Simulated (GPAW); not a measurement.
Wanted: an ASE script for a GPAW 26.7.0 run.

* Task: relaxation of cell and atoms
* Functional: PBEint
* Potentials or basis: PAW data sets generated in the run's folder for this functional
* Cutoff: 800 eV
* Basis: pw
* k mesh: 7 × 7 × 4
* Occupations: fermi-dirac, width 0.05 eV
* Spin: no spin polarisation
* Maxiter: 150
* Optimizer: BFGS
* Fmax: 0.02 eV/Å
* Max steps: 40
* Convergence: density=1e-06 energy=1e-06 eigenstates=1e-10

The structure of SiC (Moissanite) lies in SiC.cif:

```cif
data_SiC
_cell_length_a 3.07600000
_cell_length_b 3.07600000
_cell_length_c 5.04800000
_cell_angle_alpha 90.00000000
_cell_angle_beta 90.00000000
_cell_angle_gamma 120.00000000
_space_group_name_H-M_alt 'P1'
_space_group_name_Hall 'P 1'
_space_group_IT_number 1
loop_
_space_group_symop_operation_xyz
'x,y,z'
loop_
_atom_site_label
_atom_site_type_symbol
_atom_site_symmetry_multiplicity
_atom_site_Wyckoff_symbol
_atom_site_fract_x
_atom_site_fract_y
_atom_site_fract_z
_atom_site_occupancy
Si1 Si 1 a 0.6666666667 0.3333333333 0.5000000000 1
Si2 Si 1 a 0.3333333333 0.6666666667 0.0000000000 1
C1 C 1 a 0.6666666667 0.3333333333 0.8850000000 1
C2 C 1 a 0.3333333333 0.6666666667 0.3850000000 1
```

The input as run:

run.py

```python
from ase.filters import FrechetCellFilter
from ase.io import read, write
from ase.optimize import BFGS
from gpaw import GPAW, PW, setup_paths

setup_paths.insert(0, '.')

atoms = read('SiC.cif')

calc = GPAW(mode=PW(800),
            xc='GGA_X_PBEINT+GGA_C_PBEINT',
            kpts={'size': (7, 7, 4), 'gamma': True},
            occupations={'name': 'fermi-dirac', 'width': 0.05},
            nbands=18,
            convergence={'density': 1e-06, 'energy': 1e-06, 'eigenstates': 1e-10},
            maxiter=150,
            txt='gpaw.txt')
atoms.calc = calc
opt = BFGS(FrechetCellFilter(atoms), trajectory='relax.traj', logfile='-')
done = opt.run(fmax=0.02, steps=40)
calc.write('gs.gpw')
write('result.traj', atoms)
print('Converged:', done)
print('Cell:', atoms.cell.cellpar().round(4))
print('Volume:', round(atoms.get_volume(), 4))
print(atoms.get_scaled_positions().round(5))
```

Potentials or basis: PAW data sets generated in the run's folder for this functional, pw.

Command:

```bash
$ gpaw-setup -f GGA_X_PBEINT+GGA_C_PBEINT C Si
$ OMP_NUM_THREADS=1 python run.py
```

Results of the run:

| Item | Value |
| --- | --- |
| Relaxed volume | 10.47 Å³/atom |
| Relaxed cell | a = 3.089 Å, b = 3.089 Å, c = 5.066 Å, α = 90.00°, β = 90.00°, γ = 120.00° |
| Space group after relaxing (to 0.05 Å) | P6_3mc (No. 186) |
| Energy gained by relaxing | 10.5 meV/atom |
| Ionic steps | 6 |
| Pressure after relaxing | 0.1 GPa |
| Largest force after relaxing | 0.019 eV/Å |
| Band gap on the k mesh | 2.45 eV, indirect (least direct gap 3.88 eV) |

Caveat: later steps reuse the first step's grids; an odd mesh through Γ misses points on the zone boundary, where band edges often lie.

It took 65 s on 1 thread of Intel(R) Xeon(R) 6975P-C (Granite Rapids), with other jobs on the host, peak memory 0.26 GiB.
